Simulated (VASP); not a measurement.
Output of a VASP run:

**OSZICAR**
```
       N       E                     dE             d eps       ncg     rms          rms(c)
DAV:   1     0.858044544618E+02    0.85804E+02   -0.55244E+03   240   0.914E+02
DAV:   2     0.938472597089E+00   -0.84866E+02   -0.79672E+02   372   0.156E+02
DAV:   3    -0.581011866865E+01   -0.67486E+01   -0.67285E+01   296   0.511E+01
DAV:   4    -0.590437037648E+01   -0.94252E-01   -0.94241E-01   284   0.745E+00
DAV:   5    -0.590547781162E+01   -0.11074E-02   -0.11072E-02   304   0.851E-01    0.141E+00
DAV:   6    -0.579633503948E+01    0.10914E+00   -0.14562E-01   260   0.186E+00    0.102E+00
DAV:   7    -0.577227797494E+01    0.24057E-01   -0.11423E-01   276   0.168E+00    0.489E-01
DAV:   8    -0.577414695886E+01   -0.18690E-02   -0.76584E-03   248   0.563E-01    0.840E-02
DAV:   9    -0.577437914785E+01   -0.23219E-03   -0.55643E-04   288   0.162E-01    0.594E-02
DAV:  10    -0.577444718098E+01   -0.68033E-04   -0.11033E-04   280   0.643E-02    0.122E-02
DAV:  11    -0.577444662950E+01    0.55148E-06   -0.30824E-05   280   0.292E-02    0.421E-03
DAV:  12    -0.577444681084E+01   -0.18134E-06   -0.27930E-06   284   0.110E-02    0.967E-04
DAV:  13    -0.577444683531E+01   -0.24471E-07   -0.11026E-07   300   0.235E-03    0.513E-04
DAV:  14    -0.577444684775E+01   -0.12442E-07   -0.18695E-08   236   0.788E-04    0.239E-04
DAV:  15    -0.577444686075E+01   -0.12993E-07   -0.25118E-09   160   0.357E-04    0.553E-05
DAV:  16    -0.577444686052E+01    0.22555E-09   -0.36780E-10   160   0.129E-04
   1 F= -.57744469E+01 E0= -.57744469E+01  d E =-.577445E+01
```

**OUTCAR**
```
------------------------ aborting loop because EDIFF is reached ----------------------------------------
  FORCE on cell =-STRESS in cart. coord.  units (eV):
  Direction    XX          YY          ZZ          XY          YZ          ZX
  --------------------------------------------------------------------------------------
  Total       -0.0195229     -0.0195229     -0.0195229      0.0000000     -0.0000000     -0.0000000
  in kB       -0.3395198     -0.3395198     -0.3395198      0.0000000     -0.0000000     -0.0000000
  external PRESSURE =      -0.3395198 kB  Pullay stress =       0.0000000 kB
  volume of cell :       92.13
      direct lattice vectors                 reciprocal lattice vectors
     4.516446837  0.000000000  0.000000000     0.221412990  0.000000000  0.000000000
     0.000000000  4.516446837  0.000000000     0.000000000  0.221412990  0.000000000
     0.000000000  0.000000000  4.516446837     0.000000000  0.000000000  0.221412990
 POSITION                                       TOTAL-FORCE (eV/Angst)
 -----------------------------------------------------------------------------------
      0.00000      0.00000      0.00000         0.000000      0.000000      0.000000
      2.25822      2.25822      2.25822         0.000000      0.000000      0.000000
 -----------------------------------------------------------------------------------
    total drift:                               -0.000000     -0.000000     -0.000000
  FREE ENERGIE OF THE ION-ELECTRON SYSTEM (eV)
  ---------------------------------------------------
  free  energy   TOTEN  =        -5.7744468605 eV

  energy  without entropy=       -5.7744468605  energy(sigma->0) =       -5.77444686

 reached required accuracy - stopping structural energy minimisation
```
(Selected blocks of OUTCAR.)

**POSCAR**
```
CsI
1
    4.5164468370     0.0000000000     0.0000000000
    0.0000000000     4.5164468370     0.0000000000
    0.0000000000     0.0000000000     4.5164468370
Cs I
1 1
Direct
  0.0000000000   0.0000000000   0.0000000000
  0.5000000000   0.5000000000   0.5000000000
```

Task: Write an INCAR and KPOINTS that could have produced this output.

Result: This is not unique; one that fits is the input of the run itself, PBEsol GGA, plane waves, VASP's PBE PAW potentials (set 64).

### INCAR
```
! general
SYSTEM   =  CsI
PREC     =  Accurate
ENCUT    =  400   ! plane-wave cut-off (eV)
LREAL    =  .FALSE.   ! projection in real space or not
LASPH    =  .TRUE.   ! aspherical one-centre terms

! electronic loop
EDIFF    =  1E-8
NELM     =  100   ! most electronic steps
ALGO     =  Normal   ! blocked Davidson
LMAXMIX  =  4   ! l cut-off of mixed one-centre charges

! smearing
ISMEAR   =  0
SIGMA    =  0.05

! functional
GGA      =  PS

! ions
IBRION   =  1
NSW      =  30
ISIF     =  2
EDIFFG   =  -0.001   ! ionic stop

! output
LWAVE    =  .FALSE.
LCHARG   =  .FALSE.
```

### KPOINTS
```
Automatic mesh
0
Gamma
5 5 5
0 0 0
```

POTCAR, in this order: Cs_sv I (PBE.64 set). Program: vasp_std.

The compound is CsI in the CsCl type structure. It was relaxed first. The start is the result of an earlier pass.
